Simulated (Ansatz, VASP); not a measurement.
# Ag: VASP beside Ansatz

File INCAR:

```
SYSTEM = Ag
PREC = Accurate
ENCUT = 520
EDIFF = 1E-6
ISMEAR = -1
SIGMA = 0.05
LREAL = .False.
LASPH = .True.
NELM = 80
ALGO = Normal
ISIF = 2
LWAVE = .False.
LCHARG = .False.
NBANDS = 18
```

File KPOINTS:

```
Automatic mesh
0
Gamma
  13 13 13
  0 0 0
```

File POSCAR:

```
Ag
1.0
    0.0000000000      2.5008945276      2.5008945276
    2.5008945276      0.0000000000      2.5008945276
    2.5008945276      2.5008945276      0.0000000000
Ag
2
Direct
   -0.1250000000     -0.1250000000     -0.1250000000
    0.1250000000      0.1250000000      0.1250000000
```

Input for Ansatz:

```yaml
crystal:
  lattice:
    - [0.0, 2.5008945276, 2.5008945276]
    - [2.5008945276, 0.0, 2.5008945276]
    - [2.5008945276, 2.5008945276, 0.0]
  atoms:
    - { symbol: Ag, position: [-0.125, -0.125, -0.125] }
    - { symbol: Ag, position: [0.125, 0.125, 0.125] }
kpoints:
  mp_grid: { grid: [13, 13, 13] }
scf:
  occupations: { method: fermi_dirac, width: 0.05 }
hamiltonian:
  xc: lda
  pseudopotentials: { kind: paw }
output:
  forces: true
  stress: true
  eigenvalues: true
  populations: true
```

Change from the starting cell: volume scaled by 0.6, PAW files.

Alike in both runs: task single point; functional LDA; k mesh 13 × 13 × 13; occupations fermi-dirac, width 0.05 eV; no spin polarisation.

```csv
,VASP,Ansatz
version,VASP 6.6.1,Ansatz 0.2.0
potentials or method,"VASP PAW LDA potentials, release 64 (Ag)","PAW with Ansatz's default frozen-core files, scalar-relativistic"
plane-wave cutoff (eV),520,420
valence electrons in the cell,22,38
```

VASP gave:

| Item | Value |
| --- | --- |
| pressure (GPa) | 102.9 |

Estimate Ansatz's values.

pressure (GPa): 105.4.

The two sets of potentials don't hold the same shells in valence.

Caveats: the cell as given lies far from equilibrium; so large a pressure means that the cell lies far from this level's equilibrium, or that cutoff or potentials fall short (VASP).
